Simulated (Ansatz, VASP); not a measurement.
# Cross-check of Si53BC54 (B_Si) between VASP and Ansatz

Wanted: the spread between two codes on one cell, functional and k mesh. Of the first pair: The structure shown is the start of the Ansatz relaxation below; VASP solves that cell, so the two are compared at the walk's first step.

Main program and level: Ansatz 0.2.0; plane waves, with VASP 6.6.1 beside it; single point at r2SCAN.

## (1) Set-up

The cell holds 108 atoms: 53 Si, 54 C and 1 B. Its edges and angles: a = 9.236 Å, b = 9.236 Å, c = 15.108 Å, α = 90.0°, β = 90.0°, γ = 120.0°. It derives from SiC (SiC (P6_3mc)). Nearest the centre at fractional (0.667, 0.667, 0.500): B108 at 0.05 Å, C88 at 1.85 Å, C103 at 1.87 Å, C106 at 1.91 Å, C82 at 1.91 Å, Si35 at 3.03 Å, Si29 at 3.03 Å, Si41 at 3.04 Å. The cell carries charge +1.

## (2) Ansatz: relaxation, r2SCAN

Ansatz runs on its PAW soft_1 files.

The two programs are compared at the cell with which this relaxation starts, whose forces are those of its first step.

input.yaml

```yaml
crystal:
  lattice:
    - [3.07866498, 0.0, 0.0]
    - [-1.53933249, 2.66620208, 0.0]
    - [0.0, 0.0, 15.1078644]
  atoms:
    - { symbol: Si, position: [0.33333333, 0.66666667, 0.8329854] }
    - { symbol: Si, position: [0.66666667, 0.33333333, 0.3329854] }
    - { symbol: Si, position: [0.66666667, 0.33333333, 0.66650102] }
    - { symbol: Si, position: [0.33333333, 0.66666667, 0.16650102] }
    - { symbol: Si, position: [0.0, 0.0, 0.49972248] }
    - { symbol: Si, position: [0.0, 0.0, 0.99972248] }
    - { symbol: C, position: [0.0, 0.0, 0.87436694] }
    - { symbol: C, position: [0.0, 0.0, 0.37436694] }
    - { symbol: C, position: [0.33333333, 0.66666667, 0.70799668] }
    - { symbol: C, position: [0.66666667, 0.33333333, 0.20799668] }
    - { symbol: C, position: [0.66666667, 0.33333333, 0.54152848] }
    - { symbol: C, position: [0.33333333, 0.66666667, 0.04152848] }
  supercell: [3, 3, 1]
  defects: [{ substitution: { at: 100, symbol: B } }]
total_charge: 1
basis:
  ecutwfc: 500
  xc_grid: 2
hamiltonian:
  xc: r2scan
  pseudopotentials: { kind: paw, azcp: { folder: soft_1 } }
kpoints:
  mp_grid: { grid: [1, 1, 1], shift: [0.25, 0.25, 0.25] }
magnetization:
  spin_polarized: true
  initial_magnetization: 2
  spin_locking: { lock_magnetization: hard }
scf:
  occupations: { method: fixed }
  max_iter: 100
output:
  forces: true
  charged_corrections:
    epsilon: [7.09, 7.09, 7.35]
    static_epsilon: [10.43, 10.43, 10.95]
relax:
  f_tol: 0.02
  max_steps: 80
  random_displacement: { amplitude: 0.05, seed: 1658 }
checkpoint:
  write: "../qp1_M2.relax.run"
  compress: false
  write_wavefunctions: true
  write_every: 100000
```

The run is started by

```bash
$ ansatz run input.yaml --threads 4 --pin off --max-ram 15073MiB --backend cpu --events-out ev --progress --plain --runs-dir out
```

Numbers of over 12 decimals in the logs are rounded to 6 here.

Log:

```text
Warning: This run holds its total moment fixed (magnetization.spin_locking.lock_magnetization: hard) and mixes its density by anderson or broyden (scf.mixing.algorithm, typed or taken by auto). Slabs with a fixed moment have converged under broyden above another state at the same moment, at the default mixing steps and at smaller ones, and under scf.lower_state_search: standard, light or off a state that such a mixer [...]
Engine: ansatz 0.2.0, aarch64-unknown-linux-gnu
Pseudopotentials: kind: paw
Pseudopotential: Si, paw, valence charge 4, recommended cutoff 500 eV (meta_gga), soft_1/Si.paw.azcp
Pseudopotential: C, paw, valence charge 4, recommended cutoff 500 eV (meta_gga), soft_1/C.paw.azcp
Pseudopotential: B, paw, valence charge 3, recommended cutoff 500 eV (meta_gga), soft_1/B.paw.azcp
Functional definition: r2SCAN
  parameter k0 = 0.174
  parameter k1 = 0.065
  parameter a1 = 4.9479
  exchange = r2scan_x(k0 = k0, k1 = k1, a1 = a1)
  correlation = r2scan_c
Crystal: 108 atoms, lattice volume = 1116.095 Å³
Basis set: ecut = 500 eV, 28399 PW (Γ), exchange–correlation on 144×144×240 points (8 copies of the dense FFT grid, shifted against one another)
Bands: 324, of which v1, the nominal top of the filled ones, is band 215 counted from 1 (214 counted from 0)
Symmetry: 1 space group operations
k-points: 1
Non-local potential: Si, projectors of the file, l = 0: 2, l = 1: 2, l = 2: 1
Non-local potential: C, projectors of the file, l = 0: 2, l = 1: 2, l = 2: 1
Non-local potential: B, projectors of the file, l = 0: 2, l = 1: 2, l = 2: 1
PAW form: soft (Blöchl's): semilocal exchange-correlation on the pseudo side does not see the compensation charge
PAW frozen core: Si, regenerated for the run's functional (the file was generated under x = pbe(κ = 0.804, μ = 0.219515), c = pbe(β = 0.066725))
PAW frozen core: C, regenerated for the run's functional (the file was generated under x = pbe(κ = 0.804, μ = 0.219515), c = pbe(β = 0.066725))
PAW frozen core: B, regenerated for the run's functional (the file was generated under x = pbe(κ = 0.804, μ = 0.219515), c = pbe(β = 0.066725))
PAW one-centre angular grid: Si, 302 points (default); XC on 160 Gauss nodes
PAW one-centre angular grid: C, 302 points (default); XC on 219 of its mesh's 2255 points in the sphere
PAW one-centre angular grid: B, 302 points (default); XC on 223 of its mesh's 2233 points in the sphere
Initial density: superposition of atomic densities (chi_scale 0.1, normalization cell)
Starting moments: Σ|m| = 2 μB on 108 of 108 sites
Initial wavefunctions: pseudopotential atomic-orbital guess
Functional: x = r2scan, c = r2scan; τ floored in thin density (d = 2e-4 eV/Å³)
SCF iter   1: F=—  HF=-47727.497410 eV  |F-HF|=—  |Δ(HF+E_count)|=         —  Δρ=7.22e-2 (↑7.22e-2 ↓7.07e-2)  dr2=2.82e2  dr2_τ=7.29e0  dr2_m=4.00e-2  M=2.000 μB ∫|m|=2.003 μB  β_m=1.20  ethr=3.10e-3  ⟨swp⟩=5.0  Hψ=2215  notcnv=0  defer=210
preconditioner: auto → Resta (q_TF=auto, 2.327 Å⁻¹)  ε∞=3.8  [insulator: Δε(μ)=0.124 eV  Ē_g=13.657 eV  n_scr=244 (ndim 8)  ℏωp=23.0 eV  f_vac=0.000  ε∞_Penn≈3.8]
spin=Collinear: Resta preconditioning applied to the charge; magnetization (m = ρ↑ − ρ↓) channel mixes plain (no charge-response kernel on spin).
SCF iter   2: F=—  HF=-47671.687136 eV  |F-HF|=—  |Δ(HF+E_count)|=    5.58e1  Δρ=4.17e-2 (↑4.17e-2 ↓4.13e-2)  dr2=9.18e1  dr2_τ=3.85e-1  dr2_m=2.61e-3  M=2.000 μB ∫|m|=2.243 μB  β_m=1.20  ethr=3.10e-3  ⟨swp⟩=3.0  Hψ=1103  notcnv=0  defer=214  κ⁻¹=1.0e0(r=1)
SCF iter   3: F=—  HF=-47654.764192 eV  |F-HF|=—  |Δ(HF+E_count)|=    1.69e1  Δρ=1.57e-2 (↑1.57e-2 ↓1.57e-2)  dr2=7.82e0  dr2_τ=3.46e-2  dr2_m=1.89e-3  M=2.000 μB ∫|m|=2.390 μB  β_m=1.20  ethr=3.10e-3  ⟨swp⟩=3.0  Hψ=883  notcnv=0  defer=214  κ⁻¹=6.1e-2(r=2)
SCF iter   4: F=—  HF=-47655.486985 eV  |F-HF|=—  |Δ(HF+E_count)|=   7.23e-1  Δρ=1.04e-2 (↑1.04e-2 ↓1.03e-2)  dr2=2.73e0  dr2_τ=1.48e-2  dr2_m=6.45e-4  M=2.000 μB ∫|m|=2.325 μB  β_m=1.20  ethr=1.82e-3  ⟨swp⟩=2.5  Hψ=978  notcnv=0  defer=214  κ⁻¹=4.7e-3(r=3)
SCF iter   5: F=—  HF=-47655.903790 eV  |F-HF|=—  |Δ(HF+E_count)|=   4.17e-1  Δρ=2.33e-3 (↑2.29e-3 ↓2.33e-3)  dr2=1.80e-1  dr2_τ=1.47e-3  dr2_m=9.65e-4  M=2.000 μB ∫|m|=2.255 μB  β_m=1.20  ethr=6.34e-4  ⟨swp⟩=2.0  Hψ=446  notcnv=0  defer=214  κ⁻¹=8.3e-4(r=4)
[...]
- { symbol: Si, position: [0.222247, 0.110516, 0.665401] }
    - { symbol: Si, position: [0.110919, 0.221684, 0.166060] }
    - { symbol: Si, position: [-0.00374656, -0.00324144, 0.499323] }
    - { symbol: Si, position: [0.000666178, -0.00137794, 0.999294] }
    - { symbol: C, position: [0.00110094, -0.00147946, 0.873941] }
    - { symbol: C, position: [-0.000959764, 0.000797256, 0.374214] }
    - { symbol: C, position: [0.111433, 0.221519, 0.707688] }
    - { symbol: C, position: [0.221886, 0.110657, 0.208023] }
    - { symbol: C, position: [0.221267, 0.111400, 0.540772] }
    - { symbol: C, position: [0.111698, 0.220974, 0.041189] }
    - { symbol: Si, position: [0.112110, 0.554292, 0.832588] }
    - { symbol: Si, position: [0.221137, 0.444735, 0.332697] }
    - { symbol: Si, position: [0.222309, 0.443738, 0.666100] }
    - { symbol: Si, position: [0.110837, 0.555006, 0.166144] }
    - { symbol: Si, position: [-0.000498525, 0.333181, 0.499299] }
    - { symbol: Si, position: [0.000644148, 0.332047, 0.999239] }
    - { symbol: C, position: [0.00119626, 0.331970, 0.874051] }
    - { symbol: C, position: [-0.00126502, 0.333801, 0.374233] }
    - { symbol: C, position: [0.111314, 0.554920, 0.707705] }
    - { symbol: C, position: [0.221789, 0.443858, 0.207812] }
    - { symbol: C, position: [0.221139, 0.444334, 0.541380] }
    - { symbol: C, position: [0.111666, 0.554381, 0.041215] }
    - { symbol: Si, position: [0.111583, 0.887278, 0.831814] }
    - { symbol: Si, position: [0.221376, 0.778366, 0.333027] }
    - { symbol: Si, position: [0.222235, 0.776873, 0.665609] }
    - { symbol: Si, position: [0.110558, 0.888312, 0.166747] }
    - { symbol: Si, position: [-0.00401301, 0.666193, 0.499355] }
    - { symbol: Si, position: [0.00054389, 0.665387, 0.999364] }
    - { symbol: C, position: [0.00106042, 0.665370, 0.873928] }
    - { symbol: C, position: [-0.00124993, 0.666831, 0.374313] }
    - { symbol: C, position: [0.109941, 0.887598, 0.706415] }
    - { symbol: C, position: [0.221804, 0.777050, 0.208132] }
    - { symbol: C, position: [0.221041, 0.777625, 0.540873] }
    - { symbol: C, position: [0.111465, 0.887559, 0.041526] }
    - { symbol: Si, position: [0.445873, 0.221794, 0.831878] }
    - { symbol: Si, position: [0.554071, 0.111352, 0.332980] }
    - { symbol: Si, position: [0.556179, 0.110932, 0.665586] }
    - { symbol: Si, position: [0.444231, 0.222253, 0.166767] }
    - { symbol: Si, position: [0.332467, -7.393566871159501e-5, 0.499328] }
    - { symbol: Si, position: [0.333947, -0.00118277, 0.999338] }
    - { symbol: C, position: [0.334454, -0.00133731, 0.873363] }
    - { symbol: C, position: [0.332178, 0.000379975, 0.374179] }
    - { symbol: C, position: [0.445288, 0.222843, 0.706382] }
    - { symbol: C, position: [0.555423, 0.110571, 0.208079] }
    - { symbol: C, position: [0.554971, 0.111325, 0.540797] }
    - { symbol: C, position: [0.445199, 0.221131, 0.041488] }
    - { symbol: Si, position: [0.445682, 0.554543, 0.832505] }
    - { symbol: Si, position: [0.555003, 0.447703, 0.335088] }
[...]
- { symbol: Si, position: [0.777215, 0.555293, 0.166679] }
    - { symbol: Si, position: [0.666650, 0.337036, 0.499178] }
    - { symbol: Si, position: [0.667235, 0.332249, 0.999369] }
[...]
- { symbol: C, position: [0.887871, 0.444551, 0.541377] }
    - { symbol: C, position: [0.778293, 0.554478, 0.041402] }
    - { symbol: Si, position: [0.778945, 0.887613, 0.832459] }
    - { symbol: Si, position: [0.884995, 0.777363, 0.335058] }
    - { symbol: Si, position: [0.886401, 0.775719, 0.663933] }
    - { symbol: Si, position: [0.777480, 0.888286, 0.166644] }
    - { symbol: B, position: [0.670136, 0.664818, 0.498873] }
    - { symbol: Si, position: [0.667269, 0.665453, 0.999538] }
    - { symbol: C, position: [0.667874, 0.665387, 0.873921] }
    - { symbol: C, position: [0.666160, 0.666403, 0.382381] }
    - { symbol: C, position: [0.777883, 0.888137, 0.707404] }
    - { symbol: C, position: [0.887678, 0.776906, 0.209015] }
    - { symbol: C, position: [0.872535, 0.770396, 0.538150] }
    - { symbol: C, position: [0.778270, 0.887655, 0.041435] }
```

## (3) VASP: single point, r2SCAN, start cell, pair 1

The same cell, functional and mesh now go to VASP, with its own data sets.

Lines of VASP's logs that name or quote its potential files are left out, and so is its time.

INCAR

```
SYSTEM = Si53BC54
PREC = Accurate
ENCUT = 580
EDIFF = 1E-06
NELM = 200
ISMEAR = 0
SIGMA = 0.01
LREAL = Auto
ALGO = Normal
METAGGA = R2SCAN
LASPH = .TRUE.
NELECT = 430
NBANDS = 290
ISPIN = 2
MAGMOM = 0 0 0 0 0 0 0 0 0 0 0 0 0 0 0 0 0 0 0 0 0 0 0 0 0 0 0 0 0 0 0 0 0 0 0 0 0 0 0 0 0 0 0 0 0 0 0 0 0 0 0 0 0 0.01 0.02 0.01 0.01 0.02 0.01 0.01 0.02 0.01 0.01 0.02 0.01 0.01 0.04 0.02 0.02 0.04 0.01 0.02 0.01 0.03 0.02 0.04 0.01 0.01 0.02 0.03 0.02 0.07 0.02 0.01 0.03 0.03 0.03 0.11 0.02 0.01 0.03 0.01 0.02 0.03 0.01 0.01 0.04 0.02 0.02 0.03 0.01 0.02 0.07 0.02 0.02 0.06 0.01 0.01
LORBIT = 11
LWAVE = .FALSE.
LCHARG = .FALSE.
ISIF = 2
ISYM = 0
NUPDOWN = 2
GGA_COMPAT = .FALSE.
LMIXTAU = .TRUE.
```

POSCAR

```
Si53BC54
1.0
    9.2359949282      0.0000000000      0.0000000000
   -4.6179974641      7.9986062370      0.0000000000
    0.0000000000      0.0000000000     15.1078644027
Si C B
53 54 1
Direct
    0.1162158786      0.2220034275      0.8321030468
    0.2161556544      0.1070876569      0.3324652556
    0.2175920408      0.1067263439      0.6646726984
[... 1 atom line left out ...]
    0.0037956697      0.0061844525      0.4995044832
[... 2 atom lines left out ...]
    0.2258960501      0.4442804027      0.3353673203
    0.2188980144      0.4460545868      0.6645379342
[... 7 atom lines left out ...]
    0.0021227295      0.6725704255      0.5006850603
[... 8 atom lines left out ...]
    0.5507736263      0.4450661646      0.3319122985
    0.5586862088      0.4423969496      0.6646768023
[... 1 atom line left out ...]
    0.3385667232      0.3385953652      0.4989095612
[... 2 atom lines left out ...]
    0.5587993766      0.7828343857      0.3310894159
    0.5509588120      0.7723236795      0.6676449253
[... 1 atom line left out ...]
    0.3391155961      0.6675904329      0.5000898736
[... 2 atom lines left out ...]
    0.8841390109      0.1121101569      0.3335973812
    0.8895107156      0.1161283569      0.6681030310
[... 1 atom line left out ...]
    0.6703133667      0.9974363034      0.4999029511
[... 2 atom lines left out ...]
    0.8884308934      0.4459548194      0.3298607180
    0.8830740812      0.4427836419      0.6655550865
[... 1 atom line left out ...]
    0.6717567879      0.3332425576      0.5007684606
[... 2 atom lines left out ...]
    0.8826790076      0.7740588568      0.3330403865
    0.8896895971      0.7728203911      0.6667131589
[... 3 atom lines left out ...]
    0.0052397263      0.0047189471      0.3756360826
[... 2 atom lines left out ...]
    0.2256009483      0.1093823066      0.5396882566
[... 5 atom lines left out ...]
    0.2216977660      0.4388595833      0.5420650981
[... 2 atom lines left out ...]
    0.9945695562      0.6613612226      0.3747906288
    0.1121170153      0.8873407178      0.7110128019
[... 1 atom line left out ...]
    0.2172790953      0.7720033737      0.5416931726
[... 3 atom lines left out ...]
    0.4460067663      0.2244698572      0.7049201473
[... 1 atom line left out ...]
    0.5535186381      0.1152028207      0.5417027703
[... 2 atom lines left out ...]
    0.3387968609      0.3355487094      0.3759438031
    0.4399750717      0.5532700159      0.7103103201
    0.5577074842      0.4437376831      0.2050868288
    0.5540721334      0.4397517387      0.5394066814
[... 2 atom lines left out ...]
    0.3354991908      0.6659173914      0.3714714966
    0.4453269331      0.8854821440      0.7102772248
    0.5598675441      0.7767935833      0.2065627488
    0.5556217838      0.7723999428      0.5414313223
[... 2 atom lines left out ...]
    0.6657738508      0.0045885494      0.3732466648
[... 2 atom lines left out ...]
    0.8889053212      0.1112666349      0.5448367672
[... 2 atom lines left out ...]
    0.6629437566      0.3273226513      0.3735707344
    0.7774727908      0.5566104729      0.7112187874
[... 1 atom line left out ...]
    0.8826554379      0.4417337090      0.5415310054
[... 2 atom lines left out ...]
    0.6703740089      0.6648160745      0.3757713101
    0.7746628619      0.8902227199      0.7102570366
    0.8874428525      0.7786852878      0.2110582883
    0.8912504998      0.7739768425      0.5418667908
[... 1 atom line left out ...]
    0.6614187530      0.6645329002      0.4979493990
```

KPOINTS

```
Points of the shifted mesh
1
Reciprocal
 0.2500000000  0.2500000000  0.2500000000 1
```

Potentials, in the order of the species: Si, C and B (PBE family, release 64).

The run is started by

```bash
$ export OMP_NUM_THREADS=3
$ mpirun -np 1 vasp_std
```

Log:

```text
[banner, memory and clock lines left out]
running    1 mpi-ranks, on    1 nodes
[...]
Offloading initialized ...    1 GPUs detected
[...]
|                                                                             |
|               ----> ADVICE to this user running VASP <----                  |
|                                                                             |
|     You enforced a specific xc type in the INCAR file but a different       |
|     [... a line on the potential file left out ...]
|     I HOPE YOU KNOW WHAT YOU ARE DOING!                                     |
|                                                                             |

 LDA part: xc-table for (None), standard interpolation
 POSCAR, INCAR and KPOINTS ok, starting setup
[...]
entering main loop
       N       E                     dE             d eps       ncg     rms          rms(c)
DAV:   1     0.121025950853E+04    0.12103E+04   -0.21661E+05  1160   0.151E+03
DAV:   2    -0.103965156853E+04   -0.22499E+04   -0.21286E+04  1412   0.258E+02
DAV:   3    -0.120061932766E+04   -0.16097E+03   -0.15897E+03  1424   0.638E+01
DAV:   4    -0.120438223450E+04   -0.37629E+01   -0.37454E+01  1400   0.106E+01
DAV:   5    -0.120449227358E+04   -0.11004E+00   -0.10983E+00  1400   0.170E+00BRMIX: very serious problems
 the old and the new charge density differ
 old charge density:   431.00000 new  430.00000
    0.666E+01
DAV:   6    -0.104531191011E+04    0.15918E+03   -0.23558E+02  1344   0.212E+01    0.373E+01
DAV:   7    -0.104702310160E+04   -0.17112E+01   -0.33420E+01  1440   0.829E+00    0.164E+01
DAV:   8    -0.104753357004E+04   -0.51047E+00   -0.18547E+00  1368   0.253E+00    0.342E+00
DAV:   9    -0.104754803718E+04   -0.14467E-01   -0.31440E-01  1424   0.133E+00    0.122E+00
[...]
DAV:  16    -0.104756620012E+04   -0.27239E-05   -0.98653E-06  1416   0.640E-03    0.103E-02
DAV:  17    -0.104756619851E+04    0.16082E-05   -0.43536E-06  1056   0.375E-03    0.591E-03
DAV:  18    -0.104756619808E+04    0.43806E-06   -0.10813E-06   720   0.201E-03
   1 F= -.10475662E+04 E0= -.10475662E+04  d E =-.563071E-14  mag=     1.9976
```

OUTCAR, selected parts (step 3):

```text
  FREE ENERGIE OF THE ION-ELECTRON SYSTEM (eV)
  ---------------------------------------------------
  free  energy   TOTEN  =     -1047.5661980763 eV

  energy  without entropy=    -1047.5661980763  energy(sigma->0) =    -1047.56619808

 magnetization (x)
# of ion       s       p       d       tot
------------------------------------------
    1       -0.001  -0.000   0.000  -0.001
    2       -0.001  -0.000   0.000  -0.001
    3       -0.001  -0.001   0.000  -0.002
    4       -0.000   0.000   0.000  -0.000
    5       -0.001   0.004   0.000   0.004
    6       -0.000  -0.000   0.000  -0.000
    7       -0.001  -0.000   0.000  -0.001
    8       -0.001   0.001   0.000  -0.000
    9       -0.001  -0.000   0.000  -0.001
   10       -0.001   0.001   0.000   0.000
   11       -0.001   0.003   0.000   0.002
   12       -0.001  -0.000   0.000  -0.001
   13       -0.001  -0.000   0.000  -0.001
[...]
--------------------------------------------------
tot          0.021   1.184   0.000   1.206
```

The cell is charged against a uniform background. The PAW data sets were made with PBE, which is usual practice but a small mismatch for other functionals.

## (4) Side by side

Known differences besides the potentials themselves: VASP starts from the moments at which Ansatz ended; VASP keeps PBE cores, Ansatz makes them for the functional; fixed occupations in Ansatz, narrow Gaussian smearing in VASP; the cutoff is 500 eV in Ansatz and 580 eV in VASP (PREC = Accurate, projectors in real space). Total energies have different zeros and are not compared.

Forces on 9 of the 108 atoms, those with the largest forces and the largest differences (eV/Å; atoms numbered as in POSCAR):

```
atom          Ansatz x, y, z            VASP x, y, z
Si12  -1.732, -0.188, -1.320  -1.724, -0.185, -1.312
Si16    -1.260, 1.623, 0.634    -1.252, 1.618, 0.632
Si42  -1.502, -0.244, -1.072  -1.492, -0.248, -1.066
Si47   -1.628, 0.074, -1.343   -1.618, 0.081, -1.339
 C55  -1.875, -0.862, -0.301  -1.870, -0.862, -0.300
 C82     0.172, 2.386, 0.124     0.168, 2.375, 0.125
 C88   1.295, -0.120, -0.327   1.283, -0.116, -0.319
C103    -1.713, 0.189, 1.460    -1.704, 0.189, 1.448
C106   -2.701, 0.687, -0.321   -2.694, 0.687, -0.320
```

The forces differ by 4.1 meV/Å r.m.s., which is 0.5 % of the r.m.s. force of 0.861 eV/Å (both taken over all components). Moments aren't recorded for both runs of this pair, so they may hold unlike magnetic states. The cell carries a charge of +1 e against a uniform background, so its pressure also hangs on how the neutralising background is counted, and in a defect's cell a gap may be the spacing between its levels.

## (5) Ansatz: relaxation, r2SCAN

This run makes the geometry at which the two programs are then compared.

The structure compared here is the end of the Ansatz relaxation.

input.yaml is that of step 2.

The run is started by

```bash
$ ansatz run input.yaml --threads 4 --pin off --max-ram 15073MiB --backend cpu --events-out ev --progress --plain --runs-dir out
```

Log:

```text
[...]
Crystal: 108 atoms, lattice volume = 1116.095 Å³
Basis set: ecut = 500 eV, 28399 PW (Γ), exchange–correlation on 144×144×240 points (8 copies of the dense FFT grid, shifted against one another)
Bands: 324, of which v1, the nominal top of the filled ones, is band 215 counted from 1 (214 counted from 0)
Symmetry: 1 space group operations
k-points: 1
[...]
Starting moments: Σ|m| = 2 μB on 108 of 108 sites
[...]
- { symbol: C, position: [-0.00126502, 0.333801, 0.374233] }
[...]
- { symbol: Si, position: [0.884995, 0.777363, 0.335058] }
    - { symbol: Si, position: [0.886401, 0.775719, 0.663933] }
    - { symbol: Si, position: [0.777480, 0.888286, 0.166644] }
    - { symbol: B, position: [0.670136, 0.664818, 0.498873] }
    - { symbol: Si, position: [0.667269, 0.665453, 0.999538] }
[...]
- { symbol: C, position: [0.777883, 0.888137, 0.707404] }
    - { symbol: C, position: [0.887678, 0.776906, 0.209015] }
    - { symbol: C, position: [0.872535, 0.770396, 0.538150] }
    - { symbol: C, position: [0.778270, 0.887655, 0.041435] }
```

[end of part 1 of 2]

[Lines on the potential files, build, host, timing and source positions are cut from VASP's logs without a mark.]

[Logs are printed without paths, hosts, clocks, repeated set-up lines and the standing remarks that a program may print on its own settings, such as how far it seeks lower states.]

[Hosts, paths, dates, database ids (printed as entryN), source tags and the programs' standing remarks are cut or masked in the printed files.]
